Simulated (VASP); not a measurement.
# TiO2 (Rutile) (P4_2/mnm) in VASP: notebook

The runs below take TiO2 (Rutile) through relaxation of cell and atoms, with LDA, r2SCAN.

All numbers are computed with VASP 6.6.1; they aren't measurements. Logs are shortened: lines on timing, memory, paths and dates and some standing lists are left out, and cuts for length are marked.

### Step 1. The crystal as given

Symmetry: P4_2/mnm, No. 136, tetragonal system. Conventional cell: a = 4.592 Å, b = 4.592 Å, c = 2.957 Å, α = 90.00°, β = 90.00°, γ = 90.00°. Ti (site symmetry mmm) is surrounded by 6 O at 1.95 to 1.98 Å. Around O (site symmetry m2m) lie 3 Ti at 1.95 to 1.98 Å.

### Step 2. Relaxation of cell and atoms, LDA

Input file INCAR:

```
SYSTEM = TiO2
PREC     = Accurate       ! precision mode
ENCUT    = 600            ! plane-wave cutoff, eV
EDIFF    = 1E-7           ! SCF threshold, eV
ISMEAR   = -1             ! smearing method
SIGMA    = 0.05           ! smearing width, eV
LREAL    = .FALSE.        ! projectors in reciprocal space
LASPH    = .TRUE.         ! aspherical terms in the spheres
NELM     = 100            ! most SCF steps
ALGO     = Normal         ! electronic algorithm
ISIF     = 3              ! what is computed and relaxed
LWAVE    = .FALSE.        ! write WAVECAR
LCHARG   = .FALSE.        ! write CHGCAR
GGA      = CA             ! functional
IBRION   = 2              ! ionic algorithm
NSW      = 60             ! ionic steps
EDIFFG   = -0.01          ! ionic threshold
```

Input file KPOINTS:

```
Automatic mesh
0
G
  7 7 10
  0 0 0
```

Input file POSCAR:

```
TiO2
1.0
    4.5922000000      0.0000000000      0.0000000000
    0.0000000000      4.5922000000      0.0000000000
    0.0000000000      0.0000000000      2.9574000000
Ti O
2 4
Direct
    0.0000000000      0.0000000000      0.0000000000
    0.5000000000      0.5000000000      0.5000000000
    0.3049600000      0.3049600000      0.0000000000
    0.1950400000      0.8049600000      0.5000000000
    0.6950400000      0.6950400000      0.0000000000
    0.8049600000      0.1950400000      0.5000000000
```

Potentials or basis: VASP PAW LDA potentials, release 64 (Ti_sv, O).

On the command line:

```bash
$ cat potpaw_LDA.64/Ti_sv/POTCAR potpaw_LDA.64/O/POTCAR > POTCAR
$ mpirun -np 1 vasp_std > vasp.out
```

OUTCAR:

```text
SYSTEM = TiO2
   PREC = Accurate
   ENCUT = 600
   EDIFF = 1E-7
   ISMEAR = -1
   LREAL = .FALSE.
   LASPH = .TRUE.
   NELM = 100
   ISIF = 3
   GGA = CA
   IBRION = 2
   NSW = 60
   EDIFFG = -0.01

 ion  position               nearest neighbor table
   1  0.000  0.000  0.000-   4 1.95   6 1.95   4 1.95   6 1.95   5 1.98   3 1.98
   2  0.500  0.500  0.500-   3 1.95   5 1.95   3 1.95   5 1.95   4 1.98   6 1.98
   3  0.305  0.305  0.000-   2 1.95   2 1.95   1 1.98
   4  0.195  0.805  0.500-   1 1.95   1 1.95   2 1.98
   5  0.695  0.695  0.000-   2 1.95   2 1.95   1 1.98
   6  0.805  0.195  0.500-   1 1.95   1 1.95   2 1.98

  LATTYP: Found a simple tetragonal cell.
 ALAT       =     4.5922000000
 C/A-ratio  =     0.6440050520

  Lattice vectors:

 A1 = (   4.5922000000,   0.0000000000,   0.0000000000)
 A2 = (   0.0000000000,   4.5922000000,   0.0000000000)
 A3 = (   0.0000000000,   0.0000000000,   2.9574000000)

Analysis of symmetry for initial positions (statically):
=====================================================================
 Subroutine PRICEL returns:
 Original cell was already a primitive cell.

 Routine SETGRP: Setting up the symmetry group for a
 simple tetragonal supercell.

 Subroutine GETGRP returns: Found 16 space group operations
 (whereof  8 operations were pure point group operations)
 out of a pool of 16 trial point group operations.

The static configuration has the point symmetry D_2h.
 The point group associated with its full space group is D_4h.

Analysis of symmetry for dynamics (positions and initial velocities):
=====================================================================
 Subroutine PRICEL returns:
 Original cell was already a primitive cell.

 Routine SETGRP: Setting up the symmetry group for a
 simple tetragonal supercell.

 Subroutine GETGRP returns: Found 16 space group operations
 (whereof  8 operations were pure point group operations)
 out of a pool of 16 trial point group operations.

The dynamic configuration has the point symmetry D_2h.
 The point group associated with its full space group is D_4h.

 Subroutine INISYM returns: Found 16 space group operations
 (whereof  8 operations are pure point group operations),
 and found     1 'primitive' translations

----------------------------------------------------------------------------------------

                                     Primitive cell

  volume of cell :      62.3665

  direct lattice vectors                    reciprocal lattice vectors
     4.592200000  0.000000000  0.000000000     0.217760550  0.000000000  0.000000000
     0.000000000  4.592200000  0.000000000     0.000000000  0.217760550  0.000000000
     0.000000000  0.000000000  2.957400000     0.000000000  0.000000000  0.338134848

  length of vectors
     4.592200000  4.592200000  2.957400000     0.217760550  0.217760550  0.338134848

  position of ions in fractional coordinates (direct lattice)
     0.000000000  0.000000000  0.000000000
     0.500000000  0.500000000  0.500000000
     0.304960000  0.304960000  0.000000000
     0.195040000  0.804960000  0.500000000
     0.695040000  0.695040000  0.000000000
     0.804960000  0.195040000  0.500000000

  ion indices of the primitive-cell ions
   primitive index   ion index
                 1           1
                 2           2
                 3           3
                 4           4
                 5           5
                 6           6

----------------------------------------------------------------------------------------

 KPOINTS: Automatic mesh

Automatic generation of k-mesh.
 Grid dimensions read from file:
 generate k-points for:    7    7   10

 Generating k-lattice:

  Cartesian coordinates                     Fractional coordinates (reciprocal lattice)
     0.031108650  0.000000000  0.000000000     0.142857143  0.000000000  0.000000000
     0.000000000  0.031108650  0.000000000     0.000000000  0.142857143  0.000000000
     0.000000000  0.000000000  0.033813485     0.000000000  0.000000000  0.100000000

  Length of vectors
     0.031108650  0.031108650  0.033813485

  Shift w.r.t. Gamma in fractional coordinates (k-lattice)
     0.000000000  0.000000000  0.000000000

 Subroutine IBZKPT returns following result:
 ===========================================

 Found     60 irreducible k-points:

 Following reciprocal coordinates:
            Coordinates               Weight
  0.000000  0.000000  0.000000      1.000000
  0.142857  0.000000  0.000000      4.000000
  0.285714  0.000000  0.000000      4.000000
  0.428571  0.000000  0.000000      4.000000
  0.142857  0.142857  0.000000      4.000000
  0.285714  0.142857  0.000000      8.000000
[... 16 lines left out ...]
  0.285714  0.000000  0.200000      8.000000
  0.428571  0.000000  0.200000      8.000000
 [... further k-points ...]
   k-points           NKPTS =     60   k-points in BZ     NKDIM =     60   number of bands    NBANDS=     28
   number of dos      NEDOS =    301   number of ions     NIONS =      6
   total plane-waves  NPLWV =  38400
   dimension x,y,z NGX =    40 NGY =   40 NGZ =   24
   dimension x,y,z NGXF=    80 NGYF=   80 NGZF=   48
   ions per type =               2   4
   NGX,Y,Z   is equivalent  to a cutoff of  14.48, 14.48, 13.49 a.u.
   NGXF,Y,Z  is equivalent  to a cutoff of  28.96, 28.96, 26.98 a.u.
 SYSTEM =  TiO2
   PREC   = accura    normal or accurate (medium, high low for compatibility)
   ISTART =      0    job   : 0-new  1-cont  2-samecut
   ICHARG =      2    charge: 1-file 2-atom 10-const
   ISPIN  =      1    spin polarized calculation?
   LNONCOLLINEAR =      F non collinear calculations
   LSORBIT =      F    spin-orbit coupling
   LASPH  =      T    aspherical Exc in radial PAW
   ENCUT  =  600.0 eV  44.10 Ry    6.64 a.u.   9.17  9.17  5.91*2*pi/ulx,y,z
   NELM   =    100;   NELMIN=  2; NELMDL= -5     # of ELM steps
   EDIFF  = 0.1E-06   stopping-criterion for ELM
   LREAL  =      F    real-space projection
   EDIFFG = -.1E-01   stopping-criterion for IOM
   NSW    =     60    number of steps for IOM
   IBRION =      2    ionic relax: 0-MD 1-quasi-New 2-CG
   NFREE  =      1    steps in history (QN), initial steepest desc. (CG)
   ISIF   =      3    stress and relaxation
   ISYM   =      2    0-nonsym 1-usesym 2-fastsym
   POTIM  = 0.5000    time-step for ionic-motion
   TEBEG  =    0.0;   TEEND  =   0.0 temperature during run
   PSTRESS=    0.0 pullay stress
   NELECT =      48.0000    total number of electrons
   NUPDOWN=      -1.0000    fix difference up-down
   EMIN   =  10.00;   EMAX   =-10.00  energy-range for DOS
   EFERMI =   0.00;   METHOD = LEGACY
   ISMEAR =    -1;   SIGMA  =   0.05  broadening in eV -4-tet -1-fermi 0-gaus
   EFERMI_NEDOS =   21; number of points for ismear=-14 and -15
   IALGO  =     38    algorithm
   IMIX   =      4    mixing-type and parameters
     AMIX     =   0.40;   BMIX     =  1.00
     AMIX_MAG =   1.60;   BMIX_MAG =  1.00
  volume/ion in A,a.u.               =      10.39        70.15
  Fermi-wavevector in a.u.,A,eV,Ry     =   1.500277  2.835112 30.624403  2.250830
  Thomas-Fermi vector in A             =   2.611798
   LORBIT       =      0    0 simple, 1 ext, 2 COOP (PROOUT), +10 PAW based schemes
   GGA     = CA    functional components
   LHFCALC =     F    Hartree Fock is set to
   AEXX    =    0.0000 exact exchange contribution
   IVDW    =     0    specifies the selected vdW correction
   LEPSILON=     F    determine dielectric tensor
   LRPA    =     F    only Hartree local field effects (RPA)
 conjugate gradient relaxation of ions
 non-spin polarized calculation
  energy-cutoff  :      600.00
  volume of cell :       62.37
 maximum number of plane-waves:      2100
 NGX is ok and might be reduce to    40
   NGX = 19   NGY = 19   NGZ = 11

--------------------------------------- Ionic step        1  -------------------------------------------

 number of electron      47.9999988 magnetization

 Free energy of the ion-electron system (eV)
  ---------------------------------------------------
  ext. energy  EPLUGINS =         0.00000000
  ---------------------------------------------------
  free energy    TOTEN  =       -58.75162020 eV

  energy without entropy =      -58.75162020  energy(sigma->0) =      -58.75162020

------------------------ aborting loop because EDIFF is reached ----------------------------------------

  FORCE on cell =-STRESS in cart. coord.  units (eV):
  Direction    XX          YY          ZZ          XY          YZ          ZX
  --------------------------------------------------------------------------------------
  -------------------------------------------------------------------------------------
  Total       -2.3901115     -2.3901115     -3.4452247      0.0000000      0.0000000      0.0000000
  in kB      -61.4012313    -61.4012313    -88.5067665      0.0000000      0.0000000      0.0000000
  external PRESSURE =     -70.4364097 kB  Pullay stress =       0.0000000 kB
[... 185 lines left out ...]
  energy  without entropy=      -58.7939914018  energy(sigma->0) =      -58.79399140

--------------------------------------- Ionic step        6  -------------------------------------------

 number of electron      48.0000001 magnetization

 Free energy of the ion-electron system (eV)
  ---------------------------------------------------
  ext. energy  EPLUGINS =         0.00000000
  ---------------------------------------------------
  free energy    TOTEN  =       -58.79400732 eV

  energy without entropy =      -58.79400732  energy(sigma->0) =      -58.79400732

 E-fermi :   5.7781     XC(G=0): -12.1570

 val. band max:        4.8904283690   @ k =   0.0000   0.0000   0.0000
 cond. band min:       6.7070293871   @ k =   0.0000   0.0000   0.0000
 fundamental gap:      1.8166010181
 Fermi energy:         5.7780602648

 k-point     1 :       0.0000    0.0000    0.0000
  band No.  band energies     occupation
      1     -51.2034      2.00000
      2     -51.1816      2.00000
      3     -27.9465      2.00000
      4     -27.9465      2.00000
      5     -27.7531      2.00000
      6     -27.7531      2.00000
[... 733 lines left out ...]
     27       8.0057      0.00000
     28       8.0646      0.00000

 [... further k-points ...]

------------------------ aborting loop because EDIFF is reached ----------------------------------------

  FORCE on cell =-STRESS in cart. coord.  units (eV):
  Direction    XX          YY          ZZ          XY          YZ          ZX
  --------------------------------------------------------------------------------------
  -------------------------------------------------------------------------------------
  Total        0.0232385      0.0232385      0.0357413     -0.0000000      0.0000000      0.0000000
  in kB        0.6151855      0.6151855      0.9461685     -0.0000000      0.0000000      0.0000000
  external PRESSURE =       0.7255132 kB  Pullay stress =       0.0000000 kB
[... 21 lines left out ...]
  FREE ENERGIE OF THE ION-ELECTRON SYSTEM (eV)
  ---------------------------------------------------
  free  energy   TOTEN  =       -58.7940073211 eV

  energy  without entropy=      -58.7940073205  energy(sigma->0) =      -58.79400732

 reached required accuracy - stopping structural energy minimisation
```

It took 6 min on 1 thread of Intel Xeon Platinum 8259CL at 2.50GHz (Skylake/Cascade Lake), shared host; peak memory 0.24 GiB.

Results:

| Item | Value |
| --- | --- |
| Free energy | -58.7940 eV |
| Relaxed volume | 10.09 Å³/atom |
| Relaxed cell | a = 4.552 Å, b = 4.552 Å, c = 2.921 Å, α = 90.00°, β = 90.00°, γ = 90.00° |
| Space group after relaxing (to 0.05 Å) | P4_2/mnm (No. 136) |
| Energy gained by relaxing | 7.1 meV/atom |
| Ionic steps | 6 |
| Pressure after relaxing | 0.1 GPa |
| Band gap on the k mesh | 1.82 eV, direct |

Step by step:
```
step  energy change (eV)  largest force (eV/Å)  pressure (GPa)  volume (Å³)
   1              0.0000                0.0013           -7.04        62.37
   2              0.0412                0.3945           11.28        58.33
   3             -0.0402                0.1497           -0.09        60.66
   4             -0.0402                0.1529            0.05        60.62
   5             -0.0424                0.0154            0.07        60.53
   6             -0.0424                0.0007            0.07        60.52
```

Final structure:
```yaml
crystal:
  lattice:
    - [4.55154, 0.00000, 0.00000]
    - [0.00000, 4.55154, 0.00000]
    - [0.00000, 0.00000, 2.92143]
  atoms:
    - { symbol: Ti, position: [0.00000, 0.00000, 0.00000] }
    - { symbol: Ti, position: [0.50000, 0.50000, 0.50000] }
    - { symbol: O, position: [0.30383, 0.30383, 0.00000] }
    - { symbol: O, position: [0.19617, 0.80383, 0.50000] }
    - { symbol: O, position: [0.69617, 0.69617, 0.00000] }
    - { symbol: O, position: [0.80383, 0.19617, 0.50000] }
```

Caveat: an odd mesh through Γ misses points on the zone boundary, where band edges often lie.

### Step 3. Relaxation of cell and atoms, r2SCAN

Input file INCAR:

```
SYSTEM = TiO2
PREC     = Accurate       ! precision mode
ENCUT    = 600            ! plane-wave cutoff, eV
EDIFF    = 1E-7           ! SCF threshold, eV
ISMEAR   = -1             ! smearing method
SIGMA    = 0.05           ! smearing width, eV
LREAL    = .False.        ! projectors in reciprocal space
LASPH    = .True.         ! aspherical terms in the spheres
NELM     = 100            ! most SCF steps
ALGO     = Normal         ! electronic algorithm
ISIF     = 3              ! what is computed and relaxed
LWAVE    = .False.        ! write WAVECAR
LCHARG   = .False.        ! write CHGCAR
METAGGA  = R2SCAN         ! meta-GGA
LMIXTAU  = .True.       
IBRION   = 2              ! ionic algorithm
NSW      = 60             ! ionic steps
EDIFFG   = -0.02          ! ionic threshold
```

Input file KPOINTS:

```
Automatic mesh
0
Gamma
  7 7 10
  0 0 0
```

POSCAR is that of step 2.

Potentials or basis: VASP PAW PBE potentials, release 64 (Ti_sv, O).

On the command line:

```bash
$ cat potpaw_PBE.64/Ti_sv/POTCAR potpaw_PBE.64/O/POTCAR > POTCAR
$ mpirun -np 1 vasp_std > vasp.out
```

Run time: 12 min. Hardware: 1 thread of Intel Xeon 6975P-C (Granite Rapids), shared host; peak memory 0.28 GiB.

The run converged. Its results:

* Free energy: -69.8071 eV
* Relaxed volume: 10.44 Å³/atom
* Relaxed cell: a = 4.600 Å, b = 4.600 Å, c = 2.961 Å, α = 90.00°, β = 90.00°, γ = 90.00°
* Space group after relaxing (to 0.05 Å): P4_2/mnm (No. 136)
* Energy gained by relaxing: 0.2 meV/atom
* Ionic steps: 5
* Pressure after relaxing: 0.0 GPa
* Band gap on the k mesh: 2.21 eV, direct

Forces on the atoms (eV/Å):
```
Ti   0.000  0.000  0.000
Ti   0.000  0.000  0.000
O   -0.002 -0.002  0.000
O    0.002 -0.002  0.000
O    0.002  0.002  0.000
O   -0.002  0.002  0.000
```

The path:
```csv
step,energy change (eV),largest force (eV/Å),pressure (GPa),volume (Å³)
1,0.0000,0.0804,1.24,62.37
2,0.0014,0.0596,-1.85,63.09
3,-0.0014,0.0216,-0.05,62.66
4,-0.0014,0.0205,-0.07,62.67
5,-0.0015,0.0022,-0.01,62.65
```

Final structure:
```
Ti O
1.0
     4.60005    0.00000    0.00000
     0.00000    4.60005    0.00000
     0.00000    0.00000    2.96072
Ti O
2 4
Direct
  0.00000 0.00000 0.00000
  0.50000 0.50000 0.50000
  0.30456 0.30456 0.00000
  0.19544 0.80456 0.50000
  0.69544 0.69544 0.00000
  0.80456 0.19544 0.50000
```

Levels at points of the mesh, in eV from the valence-band top:
```csv
k point,band 20,band 21,band 22,band 23,band 24,band 25,band 26,band 27,band 28
"(0.00, 0.00, 0.00)",-2.09,-0.77,-0.49,-0.49,0.00,2.21,2.54,2.76,2.86
"(0.00, 0.00, 0.50)",-2.88,-2.39,-2.39,-1.48,-1.48,3.32,3.32,3.56,3.56
```

Caveat: the PAW data sets were made with another functional, which shifts forces and pressure a little; an odd mesh through Γ misses points on the zone boundary, where band edges often lie.
